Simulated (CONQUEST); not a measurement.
GaSb, 4 atoms in the cell. Symmetry: F-43m, No. 216, cubic system. The conventional cell has a = 6.118 Å, b = 6.118 Å, c = 6.118 Å, α = 90.00°, β = 90.00°, γ = 90.00°. Sb (site symmetry -43m) is surrounded by 4 Ga at 2.65 Å. Ga (site symmetry -43m) is surrounded by 4 Sb at 2.65 Å. 

| Item | Value |
| --- | --- |
| Program | CONQUEST 1.3 |
| Task | single point |
| Functional | PBE |
| Potentials or basis | PseudoDojo NC PBE, SZP, grid cutoff 120 Ha |
| k mesh | 6 × 6 × 5 |
| Occupations | fermi-dirac, width 0.05 eV |
| Spin | no spin polarisation |
| Solver | diagonalisation |
| SCF tolerance | 1e-06 |

Potentials or basis: PseudoDojo NC PBE, SZP, grid cutoff 120 Ha.

The run is started by

```sh
$ Conquest
```

Hardware: 1 thread of Intel(R) Xeon(R) Platinum 8559C (Emerald Rapids), with other jobs on the host.

Problem. How long does it take, and how much memory?

Solution. It took 36 s on 1 thread of Intel(R) Xeon(R) Platinum 8559C (Emerald Rapids), with other jobs on the host, peak memory 0.83 GiB. Counts: scf iterations 5, k points 92, basis 56.
